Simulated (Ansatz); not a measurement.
# Germanium, bcc: HSE06 at the PBE geometry

How do the levels change when part of the exchange is made exact, and what does it cost? Spin polarisation is left out. The geometry was relaxed under PBE beforehand and is kept. Exact exchange is dear, so the k-mesh is coarse, and PBE is run on the same mesh for comparison.

Method: DFT, plane waves (420 eV) with PBE-made PAW files, scalar-relativistic; functionals as named at each step, in Ansatz 0.2.0.

**1. The system as given**

Symmetry: Im-3m, No. 229, cubic system. The conventional cell has a = 3.382 Å, b = 3.382 Å, c = 3.382 Å, α = 90.00°, β = 90.00°, γ = 90.00°. Around Ge (site symmetry m-3m) lie 8 Ge at 2.93 Å.

As a file:

```xyz
1
Lattice="-1.6908 1.6908 1.6908 1.6908 -1.6908 1.6908 1.6908 1.6908 -1.6908" Properties=species:S:1:pos:R:3 pbc="T T T"
Ge    0.0000    0.0000    0.0000
```

**2. PBE, coarse mesh**

The run with PBE.

The input, input.yaml:

```yaml
crystal:
  lattice:
    - [-1.6907859153, 1.6907859153, 1.6907859153]
    - [1.6907859153, -1.6907859153, 1.6907859153]
    - [1.6907859153, 1.6907859153, -1.6907859153]
  atoms:
    - { symbol: Ge, position: [0.0, 0.0, 0.0] }
hamiltonian:
  xc: pbe
  pseudopotentials:
    kind: paw
    azcp:
      Ge: "pseudopotentials/Ge.paw.azcp"
basis:
  ecutwfc: 420
  fft_grid_basis: typed
kpoints:
  mp_grid: { grid: [7, 7, 7], shift: [0, 0, 0] }
magnetization:
  spin_polarized: false
scf:
  occupations: { method: fermi_dirac, width: 0.1 }
```

On the command line:

```console
$ ansatz run input.yaml --threads 4 --pin off --max-ram 8192MiB --backend cpu --events-out ev --progress --plain --runs-dir out
```

Standard output (excerpt; [...] marks lines left out):

```text
Warning: RAYON_NUM_THREADS=4 ignored (pool sized by the plan → 4); use --threads N
[...]
Pseudopotentials: kind: paw
Pseudopotential: Ge, paw, valence charge 14, recommended cutoff 420 eV (normal), <dir>
Functional definition: PBE
[...]
Crystal: 1 atoms, lattice volume = 19.334 Å³
Basis set: ecut = 420 eV, 369 PW (Γ)
Bands: 11, of which v1, the nominal top of the filled ones, is band 7 counted from 1 (6 counted from 0)
Symmetry: 48 space group operations
Space group: Im-3m (ITA 229), of the structure as read, at distance tolerance 2.7e-5 Å
k-points: 20 of 343
[...]
SCF iter   1: F=—  HF=-4294.683934 eV  |F-HF|=—  |Δ(HF+E_count)|=         —  Δρ=7.34e-4  dr2=4.58e-5  ethr=1.77e-3  ⟨swp⟩=5.1  Hψ=1203  notcnv=0
[...]
SCF iter   6: F=-4294.683836 eV  HF=-4294.683836 eV  |F-HF|=1.36e-10  |Δ(HF+E_count)|=   1.97e-9  Δρ=5.60e-7  dr2=6.32e-11  ethr=1.96e-11  ⟨swp⟩=1.0  Hψ=656  notcnv=0
[...]
SCF converged after 6 iterations
Free energy (F): -4294.683836 eV
[...]
E sigma→0 (E₀):  -4294.674524 eV
Entropy (-TS):   -0.018626 eV (-18.626 meV/atom)
Fermi energy:    11.001165 eV
[...]
```

It took 0.43 s on 4 threads of Arm Neoverse N1, shared host; peak memory 0.3 GiB.

**3. HSE06 on the coarse mesh**

The run with HSE06.

Changes to input.yaml since step 2:

```diff
@@ -8,3 +8,3 @@
 hamiltonian:
-  xc: pbe
+  xc: hse06
   pseudopotentials:
```

On the command line:

```console
$ ansatz run input.yaml --threads 4 --pin off --max-ram 8192MiB --backend cpu --events-out ev --progress --plain --runs-dir out
```

Standard output (excerpt; [...] marks lines left out):

```text
Warning: RAYON_NUM_THREADS=4 ignored (pool sized by the plan → 4); use --threads N
[...]
Pseudopotentials: kind: paw
Pseudopotential: Ge, paw, valence charge 14, recommended cutoff 420 eV (normal), <dir>
Functional definition: HSE06
[...]
Crystal: 1 atoms, lattice volume = 19.334 Å³
Basis set: ecut = 420 eV, 369 PW (Γ)
Bands: 11, of which v1, the nominal top of the filled ones, is band 7 counted from 1 (6 counted from 0)
Symmetry: 48 space group operations
Space group: Im-3m (ITA 229), of the structure as read, at distance tolerance 2.7e-5 Å
k-points: 20 of 343
[...]
SCF iter   1: F=—  HF=-4294.683965 eV  |F-HF|=—  |Δ(HF+E_count)|=         —  Δρ=7.51e-4  dr2=3.53e-5  ethr=1.77e-3  ⟨swp⟩=6.8  Hψ=891  notcnv=0
[...]
Frozen-core exchange: fock
[...]
SCF 2 stopped early in 5 iterations: F = -4295.404090 eV  dr2 = 1.67e-6
hybrid outer 1: dexx = +3.243e-3 eV, tail = 2.14e-5 eV
[...]
Frozen-core exchange: fock
[...]
hybrid outer 2: dexx = +4.634e-7 eV, tail = 2.34e-7 eV, Δε = 3.03e-3 eV (about 3.95e-4 eV left of the loop's levels)
hybrid SCF converged: 2 outer / 7 inner (+5 warm-up), last move |dexx| = 4.63e-7 eV, tail = 2.34e-7 eV
Stability not checked: this state was not tested for a lower state beside it, because the functional holds exact exchange (a hybrid, or Hartree-Fock), whose exchange loop this test does not read (fock_operator; see scf.lower_state_search)
Free energy (F): -4295.404199 eV
Frozen-core exchange: fock
[...]
E sigma→0 (E₀):  -4295.395291 eV
Entropy (-TS):   -0.017815 eV (-17.815 meV/atom)
Fermi energy:    11.043743 eV
[...]
--- Band table (eV; the first three rows and the last of 20) ---
  k-point 0: bands = ["-17.4750", "-17.4750", "-17.4750", "-17.3954", "-17.3954", "-3.8613", "20.6691", "20.6691", "20.6691", "26.2822"]
[...]
  guard bands above this table: 1 of the run's 11 bands, where the rule asks 2: the bands that hold charge and the lowest empty level above them stay in the table. The solve was not asked for them (output.publish_guard_bands: true or output.eigenvalues: true publishes all)
```

It took 5.8 s on 4 threads of Arm Neoverse N1, shared host; peak memory 0.84 GiB.

**4. Side by side**

| functional | gap on the mesh | Fermi energy (eV) | SCF cycles | exchange loops | CPU time |
| --- | --- | --- | --- | --- | --- |
| PBE | none (levels filled in part) | 11.001 | 6 | - | 0.7 s |
| HSE06 | none (levels filled in part) | 11.044 | 12 | 2 | 17 s |

**5. Results**

```
                         quantity                         value
                         PBE: gap  none (levels filled in part)
                       HSE06: gap  none (levels filled in part)
HSE06: SCF cycles, exchange loops                         12, 2
 HSE06: CPU time over that of PBE                            24
       HSE06: relative to diamond                 +480 meV/atom
```

What this shows: Neither PBE nor HSE06 shows a clean gap on this mesh. The hybrid took 24 times as much CPU time as PBE on the same settings. The exchange operator of HSE06 was renewed in 2 outer loops. To compare with dense-mesh energies, the change of PBE from this mesh and smearing to its dense run (+28.6 meV/atom, from a run not shown) is added. Under HSE06 it lies 480 meV/atom above diamond (computed apart in the same way); on such meshes a few tens of meV are uncertain for metals. The total energies in the logs cannot be compared from one functional to another.
